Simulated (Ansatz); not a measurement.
**Cost and result for the band gap of Cs2AgBiBr6**

Space group Fm-3m (No. 225). a = 11.232 Å, b = 11.232 Å, c = 11.232 Å, α = 90.00°, β = 90.00°, γ = 90.00°
| atom | site | symmetry | x | y | z |
| --- | --- | --- | --- | --- | --- |
| Bi | 4a | m-3m | 0.0000 | 0.0000 | 0.0000 |
| Cs | 8c | -43m | 0.2500 | 0.2500 | 0.7500 |
| Ag | 4b | m-3m | 0.5000 | 0.0000 | 0.0000 |
| Br | 24e | 4m.m | 0.0000 | 0.0000 | 0.7495 |

```csv
rung,level,program and potentials,cutoff (eV),k mesh,core time,chip,band gap (eV),notes
GGA,PBEsol,"Ansatz, Ansatz PAW",420,4 × 4 × 4,13 s,AMD EPYC 7R13 Zen 3,1.17,"potentials made for PBE, which Ansatz adapts in part"
meta-GGA,r2SCAN,"Ansatz, Ansatz PAW",500,4 × 4 × 4,24 s,AMD EPYC 7R13 Zen 3,1.67,"potentials made for PBE, which Ansatz adapts in part"
LDA + U (5 eV),"LDA+U (Ag d U = 5 eV, fll (the default))","Ansatz, Ansatz PAW",420,4 × 4 × 4,1.7 min,Arm Neoverse V2,1.44,"potentials made for PBE, which Ansatz adapts in part"
LDA + U (2 eV),"LDA+U (Ag d U = 2 eV, fll (the default))","Ansatz, Ansatz PAW",420,4 × 4 × 4,1.7 min,Arm Neoverse V2,1.27,"potentials made for PBE, which Ansatz adapts in part"
LDA + U (6 eV),"LDA+U (Ag d U = 6 eV, fll (the default))","Ansatz, Ansatz PAW",420,4 × 4 × 4,1.7 min,Arm Neoverse V2,1.48,"potentials made for PBE, which Ansatz adapts in part"
LDA + U (3 eV),"LDA+U (Ag d U = 3 eV, fll (the default))","Ansatz, Ansatz PAW",420,4 × 4 × 4,1.7 min,Arm Neoverse V2,1.33,"potentials made for PBE, which Ansatz adapts in part"
LDA + U (1 eV),"LDA+U (Ag d U = 1 eV, fll (the default))","Ansatz, Ansatz PAW",420,4 × 4 × 4,1.8 min,Arm Neoverse V2,1.19,"potentials made for PBE, which Ansatz adapts in part"
LDA,LDA,"Ansatz, Ansatz PAW",420,4 × 4 × 4,2.8 min,Arm Neoverse V2,1.10,"potentials made for PBE, which Ansatz adapts in part"
LDA + U (4 eV),"LDA+U (Ag d U = 4 eV, fll (the default))","Ansatz, Ansatz PAW",420,4 × 4 × 4,3 min,Arm Neoverse V2,1.39,"potentials made for PBE, which Ansatz adapts in part"
GGA,PBE,"Ansatz, Ansatz PAW",420,4 × 4 × 4,3.2 min,AMD EPYC 7571,1.26,-
hybrid,HSE06,"Ansatz, Ansatz PAW",420,4 × 4 × 4,4.4 min,AMD EPYC 7R13 Zen 3,2.12,"potentials made for PBE, which Ansatz adapts in part"
hybrid,PBE0,"Ansatz, Ansatz PAW",420,4 × 4 × 4,4.7 min,AMD EPYC 7R13 Zen 3,2.76,"potentials made for PBE, which Ansatz adapts in part"
```

Times are single runs on shared hosts and different chips, so they are rough; meshes, cutoffs and the tasks' sizes weigh on the time. Task: band structure. All rows: no spin polarisation. Gaps are the least found on the k mesh or the band path, and a mesh can miss the band edges. The cell comes from a database and isn't always the measured one. All levels ran on this one cell, unrelaxed unless noted. Meshes are those of the run's cell of 10 atoms unless a note names another. Runs on faulty files, with rough fits or with known faults for this quantity aren't shown. No row holds spin-orbit coupling.

By rung: LDA + U (5 eV) 1.44; LDA + U (2 eV) 1.27; LDA + U (6 eV) 1.48; LDA + U (3 eV) 1.33; LDA + U (1 eV) 1.19; LDA 1.10; LDA + U (4 eV) 1.39; GGA 1.17 to 1.26; meta-GGA 1.67; hybrid 2.12 to 2.76 (eV).

The gap widens steadily as U on the Ag d shell grows, from 1.10 eV in LDA to 1.48 eV at the largest U, but each further step brings no more than the one before. This fits the known make-up of the band edges. The top of the valence band is an antibonding mix of Ag 4d and Br 4p with some Bi 6s, while the conduction edge is largely Bi 6p. Lowering the filled d shell weakens its push on the Br p states, and the effect probably fades as the valence edge loses d character.

Even the largest U leaves the gap below the r2SCAN and hybrid values, so a shift of Ag d alone can't stand in for a correction that acts on all the edge states. The wide spread between HSE06 and PBE0 probably reflects the screening of long-range exchange. Spin-orbit coupling would split the Bi 6p states and pull the conduction edge down, so agreement of any of these gaps with experiment would rest partly on cancelling errors.
